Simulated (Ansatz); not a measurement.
# Pd: single point with rPW86-PBE

Pd:

```
Pd
1.0
    -1.57228    1.57228    1.57228
     1.57228   -1.57228    1.57228
     1.57228    1.57228   -1.57228
Pd
1
Cartesian
  0.0000 0.0000 0.0000
```

This isn't the form of Pd at room conditions, which is fcc.

| Property | Result |
| --- | --- |
| Program | Ansatz 0.2.0 |
| Task | single point |
| Functional | rPW86-PBE |
| Potentials or basis | Ansatz PAW earlier set |
| Cutoff | 600 eV |
| Density cutoff | 2400 eV |
| k mesh | 12 × 12 × 12 |
| Occupations | fermi-dirac, width 0.1 eV |
| Spin | no spin polarisation |

| Property | Result |
| --- | --- |
| Pressure | 8.9 GPa |

Wall time 1.5 s on 2 threads of Intel(R) Xeon(R) Platinum 8488C (Sapphire Rapids), with other jobs on the host, peak memory 0.43 GiB.

Caveat: the potentials were made for another functional, which shifts forces and pressure; the thresholds are loose for stress.
